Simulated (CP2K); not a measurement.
Runs of CP2K 2026.2 on Ba. It takes space group P4/mmm (No. 123, tetragonal). Conventional cell: a = 4.000 Å, b = 4.000 Å, c = 3.606 Å, α = 90.00°, β = 90.00°, γ = 90.00°. Ba (site symmetry 4/mmm) is surrounded by 6 Ba at 3.61 to 4.00 Å. This isn't the form of Ba at room conditions, which is bcc.

```tsv
task	level	potentials or basis	cell	smearing	NGRIDS	basis sets	potentials	CUTOFF of the grids	points a segment of the path (NPOINTS)	gap on the mesh (eV)	pressure (GPa)
single point	RPBE	POTENTIAL_UZH Ba GTH-PBE-q10; TZVP-MOLOPT-PBE-GTH basis	as given	gaussian 0.02 eV	5	Ba TZVP-MOLOPT-PBE-GTH-q10	Ba GTH-PBE-q10 of POTENTIAL_UZH	450 Ry	-	none	1.4
band structure	r2SCAN	POTENTIAL_UZH Ba GTH-SCAN-q10; TZVP-MOLOPT-SCAN-GTH basis	cell strained at random at fixed volume	methfessel-paxton 0.1 eV	4	Ba TZVP-MOLOPT-SCAN-GTH-q10	Ba GTH-SCAN-q10 of POTENTIAL_UZH	675 Ry	6	none	(a)
single point	PBE	POTENTIAL_UZH Ba GTH-PBE-q10; TZVP-MOLOPT-PBE-GTH basis	as given	gaussian 0.1 eV	5	Ba TZVP-MOLOPT-PBE-GTH-q10	Ba GTH-PBE-q10 of POTENTIAL_UZH	450 Ry	-	none	0.8
single point	LDA	GTH_POTENTIALS Ba GTH-PADE-q10; TZVP-MOLOPT-PBE-GTH basis	as given	gaussian 0.02 eV	4	Ba TZVP-MOLOPT-PBE-GTH-q10	Ba GTH-PADE-q10 of GTH_POTENTIALS	450 Ry	-	none	-0.8
```

Alike in all rows: no spin polarisation; k mesh 7 × 7 × 7.

Fill in the values left out.

(a) 0.5.

Caveats: the basis of atomic orbitals isn't converged, which shifts pressures, moduli and gaps; the potentials were made for another functional, which shifts forces and pressure (some runs); spin-orbit coupling is left out, which moves the levels of the heavy elements (some runs).

A k mesh can miss the band edges, and the runs leave out spin-orbit coupling on Ba.

A gap of «none» marks a metal or a gap under the smearing width.
